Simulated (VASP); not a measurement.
Ag:

```xyz
1
Lattice="0.0000 2.0427 2.0427 2.0427 0.0000 2.0427 2.0427 2.0427 0.0000" Properties=species:S:1:pos:R:3 pbc="T T T"
Ag    0.0000    0.0000    0.0000
```

| Quantity | Value |
| --- | --- |
| Program | VASP 6.6.1 |
| Task | relaxation of cell and atoms |
| Functional | B3LYP |
| Potentials or basis | VASP PAW PBE potentials, release 64 (Ag) |
| Cutoff | 600 eV |
| k mesh | 6 × 6 × 6 |
| Occupations | fermi-dirac, width 0.05 eV |
| Spin | no spin polarisation |

At the start: pressure 10.9 GPa; volume 17.05 Å³/atom.

Task: How do energy, volume and symmetry change on relaxing?

Result: Over 4 steps the energy falls by 76.5 meV/atom and the volume is 19.28 Å³/atom (+13.1 %); space group Fm-3m (No. 225, to 0.05 Å).

Step by step:
| step | energy change (eV) | largest force (eV/Å) | pressure (GPa) | volume (Å³) |
| --- | --- | --- | --- | --- |
| 1 | 0.0000 | 0.0000 | 10.88 | 17.05 |
| 2 | -0.0701 | 0.0000 | -2.47 | 20.07 |
| 3 | -0.0764 | 0.0000 | -0.44 | 19.39 |
| 4 | -0.0765 | 0.0000 | -0.07 | 19.28 |

Final structure:
```xyz
1
Lattice="0.0000 2.1284 2.1284 2.1284 0.0000 2.1284 2.1284 2.1284 0.0000" Properties=species:S:1:pos:R:3 pbc="T T T"
Ag    0.0000    0.0000    0.0000
```

Caveat: the k mesh is coarse (spacing up to 0.44 Å⁻¹), so the values aren't converged, least of all with exact exchange; the PAW data sets were made with another functional, which shifts forces and pressure a little; the volume moved by +13 % from the deposited cell, more than functionals usually miss.
